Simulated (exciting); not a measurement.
# Ag (Fm-3m) in exciting: further runs

One crystal, Ag, is run at these levels: PBE (libxc), PBE; tasks: band structure.

All numbers are computed with exciting (release sodium); they aren't measurements. Logs are shortened: lines on timing, memory, paths and dates and some standing lists are left out, and cuts for length are marked.

## (1) The structure

The structure is cubic, space group Fm-3m (No. 225). The conventional cell has a = 4.085 Å, b = 4.085 Å, c = 4.085 Å, α = 90.00°, β = 90.00°, γ = 90.00°. Ag (site symmetry m-3m) has 12 Ag at 2.89 Å as nearest neighbours.

## (2) Band structure, PBE (libxc), spin-orbit coupling, no magnetisation

input.xml reads:

```xml
<input>
  <title>Ag</title>
  <structure speciespath="./" tshift="false" cartesian="true">
    <crystal scale="1.88972612463">
      <basevect>0.000000000000 2.042750000000 2.042750000000</basevect>
      <basevect>2.042750000000 0.000000000000 2.042750000000</basevect>
      <basevect>2.042750000000 2.042750000000 0.000000000000</basevect>
    </crystal>
    <species speciesfile="Ag.xml" rmt="2.3">
      <atom coord="0.000000000000 0.000000000000 0.000000000000"/>
    </species>
  </structure>
  <groundstate do="fromscratch" ngridk="11 11 11" rgkmax="8" gmaxvr="14" lmaxapw="10" lmaxmat="10" lmaxvr="8" stype="Methfessel-Paxton 1" swidth="0.00099958" nempty="20" ValenceRelativity="iora*" epsengy="1e-05" epspot="1e-05" maxscl="60" outputlevel="normal">
    <libxc exchange="XC_GGA_X_PBE" correlation="XC_GGA_C_PBE"/>
    <spin spinorb="true"/>
  </groundstate>
  <properties>
    <bandstructure>
      <plot1d>
        <path steps="60">
          <point coord="0 0 0" label="G"/>
          <point coord="0.5 0 0.5" label="X"/>
          <point coord="0.5 0.25 0.75" label="W"/>
          <point coord="0.375 0.375 0.75" label="K"/>
          <point coord="0 0 0" label="G"/>
          <point coord="0.5 0.5 0.5" label="L"/>
          <point coord="0.625 0.25 0.625" label="U"/>
          <point coord="0.5 0.25 0.75" label="W"/>
          <point coord="0.5 0.5 0.5" label="L"/>
          <point coord="0.375 0.375 0.75" label="K" breakafter="true"/>
          <point coord="0.625 0.25 0.625" label="U"/>
          <point coord="0.5 0 0.5" label="X"/>
        </path>
      </plot1d>
    </bandstructure>
  </properties>
</input>
```

Potentials or basis: all-electron LAPW+lo, shipped species files, valence relativity iora*.

Run with:

```bash
$ OMP_NUM_THREADS=1 exciting_smp
```

INFO.OUT:

```text
================================================================================
EXCITING SODIUM started
[... 10 lines left out ...]

 Lattice vectors (cartesian) :
      0.0000000000      3.8602380411      3.8602380411
      3.8602380411      0.0000000000      3.8602380411
      3.8602380411      3.8602380411      0.0000000000

 Reciprocal lattice vectors (cartesian) :
     -0.8138339191      0.8138339191      0.8138339191
      0.8138339191     -0.8138339191      0.8138339191
      0.8138339191      0.8138339191     -0.8138339191

 Unit cell volume                           :     115.0461936143
 Brillouin zone volume                      :       2.1560923108

 Species :    1 (Ag)
     parameters loaded from                 :    Ag.xml
     name                                   :    silver
     nuclear charge                         :     -47.00000000
     electronic charge                      :      47.00000000
     atomic mass                            :  196631.69970000
     muffin-tin radius                      :       2.30000000
     # of radial points in muffin-tin       :     400

     atomic positions (cartesian) :
       1 :   0.00000000  0.00000000  0.00000000

 Total number of atoms per unit cell        :       1

 Spin treatment                             :    spin-polarised
 Spin-orbit coupling is included
 Global magnetic field (cartesian) :        0.00000000   0.00000000   0.00000000
 non-collinear magnetisation

 Number of Bravais lattice symmetries       :      48
 Number of crystal symmetries               :      48

 k-point grid                               :      11   11   11
 Total number of k-points                   :      56
 k-point set is reduced with crystal symmetries

 R^MT_min * |G+k|_max (rgkmax)              :       8.00000000
 Species with R^MT_min                      :       1 (Ag)
 Maximum |G+k| for APW functions            :       3.47826087
 Maximum |G| for potential and density      :      14.00000000

 G-vector grid sizes                        :      25    25    25
 Total number of G-vectors                  :    5209

 Maximum angular momentum used for
     APW functions                          :      10
     computing H and O matrix elements      :      10
     potential and density                  :       8
     inner part of muffin-tin               :       2

 Total nuclear charge                       :     -47.00000000
 Total electronic charge                    :      47.00000000
 Total core charge                          :      28.00000000
 Total valence charge                       :      19.00000000

 Number of empty states                     :      20
 Total number of valence states             :      60

 Maximum Hamiltonian size                   :     102
 Maximum number of plane-waves              :      89
 Total number of local-orbitals             :      13

 Exchange-correlation type                  :     100
     libxc; exchange: Perdew, Burke & Ernzerhof; correlation: Perdew, Burke & Ernzerhof (see libxc for references)

 Smearing scheme                            :    Methfessel-Paxton order 1, Phys. Rev. B 40, 3616 (1989)
 Smearing width                             :       0.00099958

 Using multisecant Broyden potential mixing
[... 16 lines left out ...]
+ SCF iteration number :    1                                                  +
++++++++++++++++++++++++++++++++++++++++++++++++++++++++++++++++++++++++++++++++
 Total energy                               :     -5308.55766193
 _______________________________________________________________
 Fermi energy                               :         0.33143553
 Kinetic energy                             :      5569.08086500
 Coulomb energy                             :    -10728.36850391
 Exchange energy                            :      -146.74841997
 Correlation energy                         :        -2.52160305
 No external B-field energy in total energy

 DOS at Fermi energy (states/Ha/cell)       :         4.61410399

 Electron charges :
     core                                   :        28.00000000
     core leakage                           :         0.00000003
     valence                                :        19.00000000
     interstitial                           :         1.87801350
     charge in muffin-tin spheres :
                  atom     1    Ag          :        45.12198650
     total charge in muffin-tins            :        45.12198650
     total charge                           :        47.00000000

 Moments :
     interstitial                 :     0.00000000    -0.00000000     0.00000000
     moment in muffin-tin spheres :
         atom     1    Ag         :     0.00000000    -0.00000000     0.00000000
     total moment in muffin-tins  :     0.00000000    -0.00000000     0.00000000
     total moment                 :     0.00000000    -0.00000000     0.00000000

++++++++++++++++++++++++++++++++++++++++++++++++++++++++++++++++++++++++++++++++
+ SCF iteration number :    2                                                  +
++++++++++++++++++++++++++++++++++++++++++++++++++++++++++++++++++++++++++++++++
 Total energy                               :     -5314.64780676
 _______________________________________________________________
 Fermi energy                               :         0.32209991
 Kinetic energy                             :      5565.56421956
 Coulomb energy                             :    -10730.77605171
 Exchange energy                            :      -146.91356469
 Correlation energy                         :        -2.52240992
 No external B-field energy in total energy

 DOS at Fermi energy (states/Ha/cell)       :        10.52602681

 Electron charges :
     core                                   :        28.00000000
     core leakage                           :         0.00000003
     valence                                :        19.00000000
     interstitial                           :         1.79501585
     charge in muffin-tin spheres :
                  atom     1    Ag          :        45.20498415
     total charge in muffin-tins            :        45.20498415
     total charge                           :        47.00000000

 Moments :
     interstitial                 :     0.00000000     0.00000000    -0.00000000
     moment in muffin-tin spheres :
         atom     1    Ag         :    -0.00000000    -0.00000000     0.00000000
     total moment in muffin-tins  :    -0.00000000    -0.00000000     0.00000000
     total moment                 :    -0.00000000    -0.00000000     0.00000000

 RMS change in effective potential (target) :  0.275054E-01  ( 0.100000E-04)
 Absolute change in total energy   (target) :   6.09014      ( 0.100000E-04)
 Charge distance                   (target) :  0.559928E-02  ( 0.100000E-04)

++++++++++++++++++++++++++++++++++++++++++++++++++++++++++++++++++++++++++++++++
+ SCF iteration number :    3                                                  +
++++++++++++++++++++++++++++++++++++++++++++++++++++++++++++++++++++++++++++++++
 Total energy                               :     -5316.46609910
 _______________________________________________________________
 Fermi energy                               :         0.31393315
 Kinetic energy                             :      5564.32450930
 Coulomb energy                             :    -10731.30878745
 Exchange energy                            :      -146.95913710
 Correlation energy                         :        -2.52268384
 No external B-field energy in total energy
[... 293 lines left out ...]
 Moments :
     interstitial                 :    -0.00000000     0.00000000     0.00000000
     moment in muffin-tin spheres :
         atom     1    Ag         :     0.00000000    -0.00000000     0.00000000
     total moment in muffin-tins  :     0.00000000    -0.00000000     0.00000000
     total moment                 :     0.00000000    -0.00000000     0.00000000

 RMS change in effective potential (target) :  0.734608E-09  ( 0.100000E-04)
 Absolute change in total energy   (target) :  0.238992E-05  ( 0.100000E-04)
 Charge distance                   (target) :  0.186287E-08  ( 0.100000E-04)

++++++++++++++++++++++++++++++++++++++++++++++++++++++++++++++++++++++++++++++++
+ SCF iteration number :   12                                                  +
++++++++++++++++++++++++++++++++++++++++++++++++++++++++++++++++++++++++++++++++
 Total energy                               :     -5317.30731452
 _______________________________________________________________
 Fermi energy                               :         0.29438730
 Kinetic energy                             :      5563.25097987
 Coulomb energy                             :    -10731.07052119
 Exchange energy                            :      -146.96498014
 Correlation energy                         :        -2.52279306
 No external B-field energy in total energy

 DOS at Fermi energy (states/Ha/cell)       :        10.04841930

 Electron charges :
     core                                   :        28.00000000
     core leakage                           :         0.00000003
     valence                                :        19.00000000
     interstitial                           :         1.76084658
     charge in muffin-tin spheres :
                  atom     1    Ag          :        45.23915342
     total charge in muffin-tins            :        45.23915342
     total charge                           :        47.00000000

 Moments :
     interstitial                 :     0.00000000    -0.00000000    -0.00000000
     moment in muffin-tin spheres :
         atom     1    Ag         :    -0.00000000    -0.00000000     0.00000000
     total moment in muffin-tins  :    -0.00000000    -0.00000000     0.00000000
     total moment                 :    -0.00000000    -0.00000000     0.00000000

 RMS change in effective potential (target) :  0.144375E-09  ( 0.100000E-04)
 Absolute change in total energy   (target) :  0.943310E-07  ( 0.100000E-04)
 Charge distance                   (target) :  0.149597E-09  ( 0.100000E-04)

++++++++++++++++++++++++++++++++++++++++++++++++++++++++++++++++++++++++++++++++
| Convergency criteria checked for the last 2 iterations                       +
| Convergence targets achieved. Performing final SCF iteration                 +
++++++++++++++++++++++++++++++++++++++++++++++++++++++++++++++++++++++++++++++++
 Total energy                               :     -5317.30731435
 _______________________________________________________________
 Fermi energy                               :         0.29438729
 Kinetic energy                             :      5563.25097990
 Coulomb energy                             :    -10731.07052105
 Exchange energy                            :      -146.96498014
 Correlation energy                         :        -2.52279306
 No external B-field energy in total energy

 DOS at Fermi energy (states/Ha/cell)       :        10.04825772

 Electron charges :
     core                                   :        28.00000000
     core leakage                           :         0.00000003
     valence                                :        19.00000000
     interstitial                           :         1.76084658
     charge in muffin-tin spheres :
                  atom     1    Ag          :        45.23915342
     total charge in muffin-tins            :        45.23915342
     total charge                           :        47.00000000

 Moments :
     interstitial                 :    -0.00000000    -0.00000000    -0.00000000
     moment in muffin-tin spheres :
         atom     1    Ag         :    -0.00000000    -0.00000000    -0.00000000
     total moment in muffin-tins  :    -0.00000000    -0.00000000    -0.00000000
     total moment                 :    -0.00000000    -0.00000000    -0.00000000

++++++++++++++++++++++++++++++++++++++++++++++++++++++++++++++++++++++++++++++++
[... 12 lines left out ...]
| EXCITING SODIUM stopped                                                      =
================================================================================
```

Run time: 54 s. Hardware: 1 thread of Arm Neoverse V1, shared host; peak memory 0.11 GiB.

What came out:

```
Band gap on the k mesh                            : none (metal or under the smearing width)
All electrons inside the program's atomic spheres : Ag 45.24 (radii Ag 2.3 bohr)
```

Levels at the corners of the path, in eV from the Fermi level:
```csv
point,band 15,band 16,band 17,band 18,band 19,band 20,band 21,band 22
Γ,-4.85,-4.85,-3.97,-3.97,-3.97,-3.97,15.65,15.65
X,-3.15,-3.15,-2.83,-2.83,1.31,1.31,6.48,6.48
W,-3.99,-3.99,-3.00,-3.00,5.52,5.52,5.84,5.84
K,-3.81,-3.81,-3.26,-3.26,4.00,4.00,4.98,4.98
Γ,-4.85,-4.85,-3.97,-3.97,-3.97,-3.97,15.65,15.65
L,-3.33,-3.33,-3.11,-3.11,-0.68,-0.68,3.33,3.33
U,-3.81,-3.81,-3.26,-3.26,4.00,4.00,4.98,4.98
W,-3.99,-3.99,-3.00,-3.00,5.52,5.52,5.84,5.84
L,-3.33,-3.33,-3.11,-3.11,-0.68,-0.68,3.33,3.33
K,-3.81,-3.81,-3.26,-3.26,4.00,4.00,4.98,4.98
U,-3.81,-3.81,-3.26,-3.26,4.00,4.00,4.98,4.98
X,-3.15,-3.15,-2.83,-2.83,1.31,1.31,6.48,6.48
```

Caveat: total energies with spin-orbit coupling aren't reliable in this program, so none is listed and the log's shouldn't be used.

## (3) Band structure, PBE, spin-orbit coupling, no magnetisation (volume scaled by 1.25)

input.xml reads:

```xml
<input>
  <title>Ag</title>
  <structure speciespath="./" tshift="false">
    <crystal scale="1.88972612463">
      <basevect>0.000000000000 2.200485731500 2.200485731500</basevect>
      <basevect>2.200485731500 0.000000000000 2.200485731500</basevect>
      <basevect>2.200485731500 2.200485731500 0.000000000000</basevect>
    </crystal>
    <species speciesfile="Ag.xml" rmt="2.3">
      <atom coord="0.000000000000 0.000000000000 0.000000000000"/>
    </species>
  </structure>
  <groundstate do="fromscratch" ngridk="11 11 11" rgkmax="8" gmaxvr="14" lmaxapw="10" lmaxmat="10" lmaxvr="8" xctype="GGA_PBE" stype="Fermi Dirac" swidth="0.00183747" nempty="20" ValenceRelativity="iora*" epsengy="1e-05" epspot="1e-05" maxscl="60" outputlevel="normal">
    <spin spinorb="true"/>
  </groundstate>
  <properties>
    <bandstructure>
      <plot1d>
        <path steps="120">
          <point coord="0 0 0" label="G"/>
          <point coord="0.5 0 0.5" label="X"/>
          <point coord="0.5 0.25 0.75" label="W"/>
          <point coord="0.375 0.375 0.75" label="K"/>
          <point coord="0 0 0" label="G"/>
          <point coord="0.5 0.5 0.5" label="L"/>
          <point coord="0.625 0.25 0.625" label="U"/>
          <point coord="0.5 0.25 0.75" label="W"/>
          <point coord="0.5 0.5 0.5" label="L"/>
          <point coord="0.375 0.375 0.75" label="K" breakafter="true"/>
          <point coord="0.625 0.25 0.625" label="U"/>
          <point coord="0.5 0 0.5" label="X"/>
        </path>
      </plot1d>
    </bandstructure>
  </properties>
</input>
```

Potentials or basis: all-electron LAPW+lo, shipped species files, valence relativity iora*.

Run with:

```bash
$ OMP_NUM_THREADS=1 exciting_smp
```

Wall time 70 s (1 thread of Arm Neoverse V1, shared host); peak memory 0.12 GiB.

Results (log left out):

- Band gap on the k mesh: none (metal or under the smearing width)
- All electrons inside the program's atomic spheres: Ag 45.15 (radii Ag 2.3 bohr)

Levels at the corners of the path, in eV from the Fermi level:
```csv
point,band 14,band 15,band 16,band 17,band 18,band 19,band 20,band 21,band 22,band 23
Γ,-4.57,-4.15,-4.15,-3.59,-3.59,-3.59,-3.59,15.09,15.09,17.04
X,-3.22,-3.10,-3.10,-2.78,-2.78,1.54,1.54,4.93,4.93,9.12
W,-4.40,-3.58,-3.58,-2.96,-2.96,4.82,4.82,5.07,5.07,5.25
K,-3.83,-3.50,-3.50,-3.10,-3.10,3.54,3.54,4.16,4.16,5.59
Γ,-4.57,-4.15,-4.15,-3.59,-3.59,-3.59,-3.59,15.09,15.09,17.04
L,-4.19,-3.21,-3.21,-3.00,-3.00,-0.08,-0.08,2.27,2.27,14.33
U,-3.83,-3.50,-3.50,-3.10,-3.10,3.54,3.54,4.16,4.16,5.59
W,-4.40,-3.58,-3.58,-2.96,-2.96,4.82,4.82,5.07,5.07,5.25
L,-4.19,-3.21,-3.21,-3.00,-3.00,-0.08,-0.08,2.27,2.27,14.33
K,-3.83,-3.50,-3.50,-3.10,-3.10,3.54,3.54,4.16,4.16,5.59
U,-3.83,-3.50,-3.50,-3.10,-3.10,3.54,3.54,4.16,4.16,5.59
X,-3.22,-3.10,-3.10,-2.78,-2.78,1.54,1.54,4.93,4.93,9.12
```

Caveat: total energies with spin-orbit coupling aren't reliable in this program, so none is listed and the log's shouldn't be used.

(Continued in part 2 of 2.)
